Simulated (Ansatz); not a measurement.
Input and command of a plane-wave DFT calculation in Ansatz:

```yaml
crystal:
  lattice:
    - [0.0, 2.6400295416, 2.9040324957]
    - [2.6400295416, 0.0, 2.9040324957]
    - [2.6400295416, 2.6400295416, 0.0]
  atoms:
    - { symbol: Ga, position: [0.0, 0.0, 0.0] }
    - { symbol: P, position: [0.75, 0.75, 0.75] }
basis:
  ecutwfc: 420
kpoints:
  mp_grid: { grid: [10, 10, 10] }
hamiltonian:
  xc: lda
scf:
  occupations: { method: gaussian, width: 0.05 }
output:
  forces: true
  stress: true
  eigenvalues: true
  write_density: true
  write_potential: true
  elf: true
  volumetric_format: npy
```

```bash
ansatz run input.yaml --threads 1 --pin off --max-ram 2560MiB --backend cpu --events-out ev --progress --plain --runs-dir out
```

Processor: AMD EPYC (Zen 3), 1 thread, on a host shared with other jobs.

Question: Estimate time, memory and problem size.

Answer: About 14 s on 1 thread of AMD EPYC (Zen 3), with other jobs on the host, peak memory 0.37 GiB. It solves 13 bands at 102 k points (the mesh reduced by the symmetry that the task leaves, which can be less than the crystal's) with about 797 plane waves, in 6 SCF iterations.
